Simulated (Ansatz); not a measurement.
# As (Pm-3m) in Ansatz: further runs

One crystal, As, is run at these levels: r2SCAN0, r2SCAN0 form with a typed share of exact exchange; tasks: single point.

Program: Ansatz 0.2.0. These are calculated values, not measurements. Logs are shortened: lines on timing, memory, paths and dates and some standing lists are left out, and cuts for length are marked.

## 1. The structure

It takes space group Pm-3m (No. 221, cubic). The conventional cell has a = 2.704 Å, b = 2.704 Å, c = 2.704 Å, α = 90.00°, β = 90.00°, γ = 90.00°. Around As (site symmetry m-3m) lie 6 As at 2.70 Å.

This isn't the form of As at room conditions, which is rhombohedral.

## 2. Single point, r2SCAN0

Input file input.yaml:

```yaml
crystal:
  lattice:
    - [2.7036817444, 0.0, 0.0]
    - [0.0, 2.7036817444, 0.0]
    - [0.0, 0.0, 2.7036817444]
  atoms:
    - { symbol: As, position: [0.5, 0.5, 0.5] }
hamiltonian:
  xc: { exchange: r2scan, correlation: r2scan, exx: { coeff: 0.25 } }
  pseudopotentials: { kind: paw }
kpoints:
  mp_grid: { grid: [6, 6, 6] }
scf:
  occupations: { method: fermi_dirac, width: 0.05 }
output:
  forces: true
  stress: true
  eigenvalues: true
```

Potentials or basis: Ansatz PAW.

Launch:

```bash
> ansatz run input.yaml --threads 2 --pin off --max-ram 5632MiB --backend cpu --events-out ev --progress --plain --runs-dir out
```

The log of the run:

```text
Warning: output.stress: scf.convergence.dr2_threshold = 1e-7 eV (the SCF's general default) is looser than the 1e-10 eV advised for a printed stress (1e-10 eV for each atom of the cell: 1). What an SCF threshold leaves in a stress goes as its square root, and in the free energy as the threshold itself, and one threshold admits the most on a small cell: of the crystals measured, under no hybrid functional and no lock of the moments, on runs that ended without the residual-converged pass, on stresses that held no estimate of that error, the worst erred by over 100 MPa in a component at 1e-7 eV an atom and by under 5 at 1e-10. Set scf.convergence.dr2_threshold to 1e-10 eV or tighter. The threshold is an SCF's pass mark: one that does not reach it within its budget of iterations ends unconverged, or closes short of it on a stop that the run arms, and scf.convergence.dr2_threshold's page says what that costs each kind of run
Warning: output.stress: scf.exx.energy_threshold = 1e-6 eV is looser than the 1e-8 eV advised for a stress under a hybrid functional (1e-8 eV for each atom of the cell: 1). Every SCF of the exchange loop can meet its threshold on dr2 while the loop round them stops early: no threshold on dr2 bounds what that leaves in the stress. Set scf.exx.energy_threshold to 1e-8 eV or tighter. The threshold is the loop's pass mark: a loop that does not reach it within its budget of cycles ends unconverged, and scf.exx.energy_threshold's page has the law
Warning: RAYON_NUM_THREADS=2 ignored (pool sized by the plan → 2); use --threads N
Engine: ansatz 0.2.0, aarch64-unknown-linux-gnu
Pseudopotentials: kind: paw
Pseudopotential: As, paw, valence charge 15, recommended cutoff 500 eV (meta_gga), As.paw.azcp
Functional definition: unnamed
  parameter a_1 = 0.25
  exchange = (1 - a_1)*r2scan_x + a_1*exact_x
  correlation = r2scan_c
Crystal: 1 atoms, lattice volume = 19.764 Å³
Basis set: ecut = 500 eV, 485 PW (Γ), exchange–correlation on 80×80×80 points (64 copies of the dense FFT grid, shifted against one another)
Bands: 12, of which v1, the nominal top of the filled ones, is band 8 counted from 1 (7 counted from 0)
Symmetry: 48 space group operations
Space group: Pm-3m (ITA 221), of the structure as read, at distance tolerance 2.7e-5 Å
k-points: 20 of 216
Non-local potential: As, projectors of the file, l = 0: 2, l = 1: 2, l = 2: 3, l = 3: 1
PAW form: soft (Blöchl's): semilocal exchange-correlation on the pseudo side does not see the compensation charge
PAW frozen core: As, regenerated for the run's functional, and the local potential with it (the file was generated under x = pbe(κ = 0.804, μ = 0.2195149727645171), c = pbe(β = 0.06672455060314922))
PAW one-centre angular grid: As, 590 points (default); XC on 160 Gauss nodes
Initial density: superposition of atomic densities (neutral atoms: chi_scale 0, normalization atom), corrected by the library's trained network
Initial wavefunctions: pseudopotential atomic-orbital guess
Functional: x = r2scan, c = r2scan; τ floored in thin density (d = 2e-4 eV/Å³), warm-up for x = 0.75 r2scan + 0.25 exact, c = r2scan; τ floored in thin density (d = 2e-4 eV/Å³)
SCF iter   1: F=—  HF=-4864.436482 eV  |F-HF|=—  |Δ(HF+E_count)|=         —  Δρ=3.12e-3  dr2=1.47e-3  dr2_τ=7.26e-4  ethr=1.77e-3  ⟨swp⟩=7.3  Hψ=1020  notcnv=0
preconditioner: auto → none  [insulator: Δε(μ)=0.277 eV  Ē_g=16.006 eV  σ=0.050 eV  W_gap=0.88  n_scr=6 (ndim 8)  ℏωp=18.7 eV  f_vac=0.001  D(μ)=0.25/eV (n_scr^D=0)]
SCF iter   2: F=—  HF=-4864.447423 eV  |F-HF|=—  |Δ(HF+E_count)|=   1.09e-2  Δρ=1.75e-3  dr2=4.45e-4  dr2_τ=8.33e-6  ethr=9.78e-6  ⟨swp⟩=4.3  Hψ=726  notcnv=0  defer=2
SCF iter   3: F=—  HF=-4864.447668 eV  |F-HF|=—  |Δ(HF+E_count)|=   2.45e-4  Δρ=7.35e-4  dr2=7.47e-5  dr2_τ=1.85e-6  ethr=2.97e-6  ⟨swp⟩=2.0  Hψ=398  notcnv=0
iter 4 solved again at ethr=7.65e-10 eV; its pass at ethr=4.98e-7 eV (dr2=1.15e-7 eV) is discarded
SCF iter   4: F=—  HF=-4864.447712 eV  |F-HF|=—  |Δ(HF+E_count)|=   4.37e-5  Δρ=2.96e-5  dr2=1.41e-7  dr2_τ=5.38e-9  ethr=7.65e-10  ⟨swp⟩=4.0  Hψ=1053  notcnv=0
SCF iter   5: F=—  HF=-4864.447712 eV  |F-HF|=—  |Δ(HF+E_count)|=   7.29e-9  Δρ=6.99e-6  dr2=1.34e-8  dr2_τ=3.20e-10  ethr=7.65e-10  ⟨swp⟩=3.0  Hψ=493  notcnv=0
SCF iter   6: F=-4864.447712 eV  HF=-4864.447712 eV  |F-HF|=1.87e-10  |Δ(HF+E_count)|=   1.33e-9  Δρ=1.56e-6  dr2=6.21e-10  dr2_τ=5.43e-12  ethr=8.94e-11  ⟨swp⟩=3.0  Hψ=483  notcnv=0
SCF 1 converged in 6 iterations: F = -4864.447712 eV  dr2 = 6.21e-10
Initial density: handed on by an earlier stage of this run
Initial wavefunctions: those handed on with the density
Functional: x = 0.75 r2scan + 0.25 exact, c = r2scan; τ floored in thin density (d = 2e-4 eV/Å³)
Frozen-core exchange: fock
iter 1 solved again at ethr=1.33e-5 eV; its pass at ethr=1.00e-1 eV (dr2=1.99e-3 eV) is discarded
SCF iter   1: F=—  HF=-4863.492831 eV  |F-HF|=—  |Δ(HF+E_count)|=         —  Δρ=5.40e-3  dr2=2.64e-3  dr2_τ=1.27e-4  ethr=1.33e-5  ⟨swp⟩=4.3  Hψ=1315  notcnv=0
preconditioner: auto → none  [insulator: Δε(μ)=0.734 eV  Ē_g=17.934 eV  σ=0.050 eV  W_gap=1.00  n_scr=6 (ndim 8)  ℏωp=18.7 eV  f_vac=0.003  D(μ)=0.00/eV (n_scr^D=0)]
SCF iter   2: F=—  HF=-4863.492599 eV  |F-HF|=—  |Δ(HF+E_count)|=   2.33e-4  Δρ=2.92e-3  dr2=8.72e-4  dr2_τ=1.14e-5  ethr=1.33e-5  ⟨swp⟩=3.0  Hψ=614  notcnv=0
SCF iter   3: F=—  HF=-4863.492461 eV  |F-HF|=—  |Δ(HF+E_count)|=   1.38e-4  Δρ=5.58e-4  dr2=3.09e-5  dr2_τ=5.94e-7  ethr=5.79e-6  ⟨swp⟩=3.0  Hψ=498  notcnv=0
SCF iter   4: F=—  HF=-4863.492466 eV  |F-HF|=—  |Δ(HF+E_count)|=   4.81e-6  Δρ=1.24e-4  dr2=1.06e-6  dr2_τ=1.26e-8  ethr=1.99e-7  ⟨swp⟩=3.0  Hψ=551  notcnv=0
SCF iter   5: F=-4863.492464 eV  HF=-4863.492464 eV  |F-HF|=1.56e-7  |Δ(HF+E_count)|=   1.48e-6  Δρ=7.43e-6  dr2=7.41e-9  dr2_τ=9.67e-10  ethr=7.04e-9  ⟨swp⟩=4.0  Hψ=685  notcnv=0
SCF 2 stopped early in 5 iterations: F = -4863.492464 eV  dr2 = 7.41e-9
hybrid outer 1: dexx = +2.493e-3 eV, tail = 1.68e-5 eV
Frozen-core exchange: fock
SCF iter   1: F=—  HF=-4863.492511 eV  |F-HF|=—  |Δ(HF+E_count)|=         —  Δρ=3.51e-5  dr2=9.08e-8  dr2_τ=9.02e-9  ethr=5.59e-7  ⟨swp⟩=3.4  Hψ=520  notcnv=0
preconditioner: auto → none  [insulator: Δε(μ)=0.808 eV  Ē_g=17.940 eV  σ=0.050 eV  W_gap=1.00  n_scr=6 (ndim 8)  ℏωp=18.7 eV  f_vac=0.001  D(μ)=0.00/eV (n_scr^D=0)]
SCF iter   2: F=—  HF=-4863.492512 eV  |F-HF|=—  |Δ(HF+E_count)|=   5.32e-7  Δρ=2.20e-5  dr2=3.67e-8  dr2_τ=2.11e-9  ethr=5.31e-10  ⟨swp⟩=4.0  Hψ=734  notcnv=0
SCF iter   3: F=—  HF=-4863.492512 eV  |F-HF|=—  |Δ(HF+E_count)|=   1.99e-9  Δρ=1.21e-5  dr2=9.61e-9  dr2_τ=5.92e-10  ethr=2.40e-10  ⟨swp⟩=2.5  Hψ=409  notcnv=0  defer=4
SCF iter   4: F=-4863.492512 eV  HF=-4863.492512 eV  |F-HF|=1.28e-9  |Δ(HF+E_count)|=   2.09e-9  Δρ=1.15e-6  dr2=2.51e-10  dr2_τ=1.67e-12  ethr=6.39e-11  ⟨swp⟩=3.5  Hψ=589  notcnv=0
SCF 3 converged in 4 iterations: F = -4863.492512 eV  dr2 = 2.51e-10
  Residual-converged pass: ⟨swp⟩=2.0  Hψ=366  notcnv=0  max |occ|·‖R‖ = 2.2e-6 eV (tolerance 2.4e-6 eV)  dr2=2.50e-10  dr2_τ=1.69e-12  dr2_onsite=1.25e-9  max |Δocc| = 8.8e-14
hybrid outer 2: dexx = +1.427e-7 eV, tail = 1.62e-8 eV, Δε = 3.20e-3 eV (about 1.59e-4 eV left of the loop's levels)
hybrid SCF converged: 2 outer / 9 inner (+6 warm-up), last move |dexx| = 1.43e-7 eV, tail = 1.62e-8 eV
Stability not checked: this state was not tested for a lower state beside it, because the functional holds exact exchange (a hybrid, or Hartree-Fock), whose exchange loop this test does not read (fock_operator; see scf.lower_state_search)
Free energy (F): -4863.492512 eV
Frozen-core exchange: fock
Harris-Foulkes:  -4863.492512 eV  (|F-HF|=1.28e-9)
Internal energy: -4863.492480 eV  (E = F + TS)
E sigma→0 (E₀):  -4863.492496 eV
Entropy (-TS):   -0.000032 eV (-0.032 meV/atom)
Fermi energy:    12.009436 eV
--- Per-component energies (eV) ---
  E_band       = -273.214095
  E_kinetic    = 101.498931
  E_local      = -1546.988122  (includes V_loc(G=0)·N_el)
  E_nonlocal   = -670.538002
  E_hartree    = 873.868646
  E_xc         = -57.611231
  E_vxc        = -64.365855  (∫ρ·V_xc dr)
  E_exx        = -67.179328  (= α·E_x^exact, valence–valence)
  E_paw        = -1794.777216  (= ΣΔE_a)
  E_vpaw       = 290.964403  (= ΣTr[D̂ρ^β])
  E_aug_tail   = -0.000007  (compensation charges beyond the density's cutoff)
  E_vtau       = 2.836547  (kinetic-family band-sum trace: ∫τ·v_τ [+ j·A + Jᵃ·Aᵃ] dr)
  E_ewald      = -1700.018415
  E_core_change = -1.747736  (= ΣΔE_core)
  E_smearing   = -0.000032  (= −TS)
  E_closure    = -0.000000  (closes the sum)
  Σ components = -4863.492512   (vs F -4863.492512, Δ=9.09e-13)
--- Forces (eV/Å), atoms counted from 1 ---
  atom   1  As    -0.00000000     0.00000000    -0.00000000
  max |Σ_I F_I| component: 3.16e-30 eV/Å
--- Stress (GPa, compression-positive) ---
       -2.512704       0.000000       0.000000
        0.000000      -2.512704       0.000000
        0.000000       0.000000      -2.512704
  P = ⅓ Tr σ = -2.5127 GPa (-25.127 kbar)
--- Band table (eV; the first three rows and the last of 20) ---
  k-point 0: bands = ["-29.3957", "-29.3957", "-29.2747", "-29.2747", "-29.2747", "-6.1179", "16.7166", "16.7166", "16.7166", "21.3623", "21.3623", "23.9353"]
  k-point 1: bands = ["-29.3945", "-29.3716", "-29.2823", "-29.2823", "-29.2741", "-5.5369", "11.3823", "17.2700", "17.2700", "21.9093", "23.5576", "27.8210"]
  k-point 2: bands = ["-29.3921", "-29.3234", "-29.2972", "-29.2972", "-29.2729", "-3.9209", "5.7866", "18.5788", "18.5788", "23.3179", "25.3169", "30.3432"]
  k-point 19: bands = ["-29.3367", "-29.3367", "-29.3367", "-29.2416", "-29.2416", "5.9985", "8.8815", "8.8815", "8.8815", "18.6308", "18.6308", "18.6308"]
```

It took 10 s on 2 threads of Arm Neoverse V1, shared host; peak memory 0.83 GiB.

Results:

```
Free energy            : -4863.4925 eV
Pressure               : -2.5 GPa
Band gap on the k mesh : none (metal or under the smearing width)
```

Caveat: the k mesh is coarse (spacing up to 0.39 Å⁻¹), so the values aren't converged, least of all with exact exchange; the PAW data sets come from PBE, with cores solved anew for the run's functional, which leaves a small shift of forces and pressure; the thresholds are loose for stress.

## 3. Single point, r2SCAN0 form with a typed share of exact exchange

Changes to input.yaml since step 2:

```diff
@@ -8,3 +8,3 @@
 hamiltonian:
-  xc: { exchange: r2scan, correlation: r2scan, exx: { coeff: 0.25 } }
+  xc: { exchange: r2scan, correlation: r2scan, exx: { coeff: 0.35 } }
   pseudopotentials: { kind: paw }
```

Potentials or basis: Ansatz PAW.

Launch:

```bash
> ansatz run input.yaml --threads 2 --pin off --max-ram 5632MiB --backend cpu --events-out ev --progress --plain --runs-dir out
```

The log of the run:

```text
Warning: output.stress: scf.convergence.dr2_threshold = 1e-7 eV (the SCF's general default) is looser than the 1e-10 eV advised for a printed stress (1e-10 eV for each atom of the cell: 1). What an SCF threshold leaves in a stress goes as its square root, and in the free energy as the threshold itself, and one threshold admits the most on a small cell: of the crystals measured, under no hybrid functional and no lock of the moments, on runs that ended without the residual-converged pass, on stresses that held no estimate of that error, the worst erred by over 100 MPa in a component at 1e-7 eV an atom and by under 5 at 1e-10. Set scf.convergence.dr2_threshold to 1e-10 eV or tighter. The threshold is an SCF's pass mark: one that does not reach it within its budget of iterations ends unconverged, or closes short of it on a stop that the run arms, and scf.convergence.dr2_threshold's page says what that costs each kind of run
Warning: output.stress: scf.exx.energy_threshold = 1e-6 eV is looser than the 1e-8 eV advised for a stress under a hybrid functional (1e-8 eV for each atom of the cell: 1). Every SCF of the exchange loop can meet its threshold on dr2 while the loop round them stops early: no threshold on dr2 bounds what that leaves in the stress. Set scf.exx.energy_threshold to 1e-8 eV or tighter. The threshold is the loop's pass mark: a loop that does not reach it within its budget of cycles ends unconverged, and scf.exx.energy_threshold's page has the law
Warning: RAYON_NUM_THREADS=2 ignored (pool sized by the plan → 2); use --threads N
[... 4 set-up lines as earlier in the session ...]
  parameter a_1 = 0.35
[... 83 lines left out ...]
--- Stress (GPa, compression-positive) ---
       -3.520905      -0.000000       0.000000
       -0.000000      -3.520905       0.000000
        0.000000       0.000000      -3.520905
  P = ⅓ Tr σ = -3.5209 GPa (-35.209 kbar)
--- Band table (eV; the first three rows and the last of 20) ---
  k-point 0: bands = ["-31.0477", "-31.0477", "-30.9250", "-30.9250", "-30.9250", "-6.9153", "17.0345", "17.0345", "17.0345", "21.6698", "21.6698", "24.2258"]
  k-point 1: bands = ["-31.0464", "-31.0239", "-30.9327", "-30.9327", "-30.9244", "-6.3152", "11.2757", "17.6226", "17.6226", "22.2451", "23.8831", "28.2403"]
  k-point 2: bands = ["-31.0441", "-30.9762", "-30.9477", "-30.9477", "-30.9233", "-4.6455", "5.3871", "18.9883", "18.9883", "23.7019", "25.6565", "30.7854"]
  k-point 19: bands = ["-30.9871", "-30.9871", "-30.9871", "-30.8956", "-30.8956", "5.7472", "8.6178", "8.6178", "8.6178", "18.8882", "18.8882", "18.8882"]
```

Wall time 11 s (2 threads of Arm Neoverse V1, shared host); peak memory 0.83 GiB.

What came out:

* Free energy: -4863.1234 eV
* Pressure: -3.5 GPa

Levels at points of the mesh, in eV from the Fermi level:
```csv
k point,band 3,band 4,band 5,band 6,band 7,band 8,band 9,band 10,band 11,band 12
"(0.00, 0.00, 0.00)",-42.95,-42.95,-42.95,-18.94,5.01,5.01,5.01,9.64,9.64,12.20
"(0.00, 0.00, -0.50)",-42.98,-42.98,-42.95,-15.17,-9.57,7.86,7.86,12.84,15.89,16.75
"(0.00, -0.50, -0.50)",-42.98,-42.98,-42.92,-11.18,-6.44,-6.44,3.08,10.40,19.01,19.93
"(-0.50, -0.50, -0.50)",-43.01,-42.92,-42.92,-6.28,-3.41,-3.41,-3.41,6.86,6.86,6.86
```

Caveat: the k mesh is coarse (spacing up to 0.39 Å⁻¹), so the values aren't converged, least of all with exact exchange; the PAW data sets come from PBE, with cores solved anew for the run's functional, which leaves a small shift of forces and pressure; the thresholds are loose for stress.

## 4. Single point, r2SCAN0 form with a typed share of exact exchange

Changes to input.yaml since step 3:

```diff
@@ -8,3 +8,3 @@
 hamiltonian:
-  xc: { exchange: r2scan, correlation: r2scan, exx: { coeff: 0.35 } }
+  xc: { exchange: r2scan, correlation: r2scan, exx: { coeff: 0.5 } }
   pseudopotentials: { kind: paw }
```

Launch:

```bash
> ansatz run input.yaml --threads 2 --pin off --max-ram 5632MiB --backend cpu --events-out ev --progress --plain --runs-dir out
```

Run time: 12 s. Hardware: 2 threads of Arm Neoverse V1, shared host; peak memory 0.83 GiB.

It converged, with:

```yaml
Free_energy: -4862.5828 eV
Pressure: -5.0 GPa
```

Levels at points of the mesh, in eV from the Fermi level:
| k point | band 3 | band 4 | band 5 | band 6 | band 7 | band 8 | band 9 | band 10 | band 11 | band 12 |
| --- | --- | --- | --- | --- | --- | --- | --- | --- | --- | --- |
| (0.00, 0.00, 0.00) | -45.46 | -45.46 | -45.46 | -20.16 | 5.46 | 5.46 | 5.46 | 10.08 | 10.08 | 12.61 |
| (0.00, 0.00, -0.50) | -45.49 | -45.49 | -45.46 | -16.20 | -10.39 | 8.50 | 8.50 | 13.45 | 16.39 | 17.35 |
| (0.00, -0.50, -0.50) | -45.49 | -45.49 | -45.44 | -11.99 | -7.08 | -7.08 | 3.32 | 11.12 | 19.72 | 20.61 |
| (-0.50, -0.50, -0.50) | -45.52 | -45.44 | -45.44 | -6.67 | -3.83 | -3.83 | -3.83 | 7.22 | 7.22 | 7.22 |

Caveat: the k mesh is coarse (spacing up to 0.39 Å⁻¹), so the values aren't converged, least of all with exact exchange; the PAW data sets come from PBE, with cores solved anew for the run's functional, which leaves a small shift of forces and pressure; the thresholds are loose for stress.

## 5. The runs side by side

```tsv
level	share of exact exchange	pressure (GPa)
r2SCAN0	0.25	-2.5
r2SCAN0 form with a typed share of exact exchange	0.35	-3.5
r2SCAN0 form with a typed share of exact exchange	0.5	-5.0
```

Alike in all rows: task single point; potentials or basis Ansatz PAW; no spin polarisation; cell as given; k mesh 6 × 6 × 6; cutoff (eV) 500; smearing fermi-dirac 0.05 eV; the mesh is coarse, so values aren't converged.

Caveats: all runs use coarse meshes; the PAW data sets come from PBE, with cores solved anew for the run's functional, which leaves a small shift of forces and pressure; the thresholds are loose for stress.

Absolute energies hang on the potentials; compare differences alone.
